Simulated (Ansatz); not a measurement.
Runs of Ansatz 0.2.0 on As. Symmetry: Cmce, No. 64, orthorhombic system. The conventional cell has a = 3.650 Å, b = 11.000 Å, c = 4.470 Å, α = 90.00°, β = 90.00°, γ = 90.00°. Around As (site symmetry m) lie 3 As at 2.48 to 2.49 Å. This isn't the form of As at room conditions, which is rhombohedral.

```csv
potentials or basis,cutoff (eV),basis error allowed,gap on the mesh (eV),pressure (GPa),largest force (eV/Å)
"all-electron LAPW, non-relativistic",274,0.002 eV/atom,-,(a),0.14
all-electron PAW datasets made for the crystal,200,-,0.02,-0.3,0.11
"all-electron LAPW, inner shells corrected to Dirac's equation",275,0.002 eV/atom,0.02,-0.3,0.11
"all-electron LAPW, scalar-relativistic",275,0.002 eV/atom,0.02,-0.3,0.11
```

Alike in all rows: task band structure; level PBEsol; no spin polarisation; cell as given; k mesh 8 × 8 × 6; smearing fermi-dirac 0.05 eV.

**Question.** Estimate the missing entries.

**Answer.** (a) -0.1.

Caveats: relativity is left out, which matters for the heavier elements (some runs).

A k mesh can miss the band edges, and the runs leave out spin-orbit coupling on As.

The runs don't all hold the same shells in valence.
